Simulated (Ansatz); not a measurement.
Runs of Ansatz 0.2.0 on Sr. Symmetry: Im-3m, No. 229, cubic system. The conventional cell has a = 4.870 Å, b = 4.870 Å, c = 4.870 Å, α = 90.00°, β = 90.00°, γ = 90.00°. Around Sr (site symmetry m-3m) lie 8 Sr at 4.22 Å. This isn't the form of Sr at room conditions, which is fcc.

```tsv
task	level	potentials or basis	spin	cell	k mesh	cutoff (eV)	smearing	points for each segment of the path	other keys	mesh quality	gap on the mesh (eV)	pressure (GPa)	moment (μB)
single point	PBE0	Ansatz PAW	SOC, no magnetisation	as given	5 × 5 × 5	450	fermi-dirac 0.05 eV	-	scf.initial_density.chi_scale = 0.1; basis.ecutwfc = 33.1 Ry	coarse	none	0.0	-
electrostatic potential	HSE03	Ansatz PAW	SOC, no magnetisation	as given	6 × 6 × 6	420	gaussian 0.01 eV	-	-	not flagged	none	(a)	-
electric field gradients	m-r2SCAN	Ansatz PAW polarizable	collinear, ferromagnetic start	cell strained at random at fixed volume	6 × 6 × 6	500	gaussian 0.05 eV	-	-	not flagged	none	-0.3	0.30
band structure	exchange-only PBE	PseudoDojo standard (PBE files)	collinear, ferromagnetic start	as given	8 × 8 × 8	925	fermi-dirac 0.05 eV	14	-	not flagged	none	1.3	0.00
single point	m-r2SCAN	Ansatz PAW	non-collinear, ferromagnetic start, SOC	as given	8 × 8 × 8	500	fermi-dirac 0.15 eV	-	kpoints.mp_grid.shift = [0.5, 0.5, 0.5]	not flagged	none	-0.3	0.00
single point	PBEsol	Ansatz PAW	SOC, no magnetisation	cell strained at random at fixed volume	6 × 6 × 6	420	methfessel-paxton 0.005 eV	-	hamiltonian.xc = pbesol; scf.occupations.method = methfessel_paxton; …	not flagged	none	-1.4	-
```

Problem. Fill in the values left out.

Solution. (a) -0.2.

Caveats: some runs use coarse meshes; the cell was measured hot, at 901 K; the PAW data sets come from PBE, with cores solved anew for the run's functional, which leaves a small shift of forces and pressure (some runs); the thresholds are loose for stress (some runs); the starting moments weren't kept (some runs); the potentials were made for another functional, which shifts forces and pressure (some runs).

A k mesh can miss the band edges, and rows without SOC leave out spin-orbit coupling on Sr.

A gap of «none» marks a metal or a gap under the smearing width.
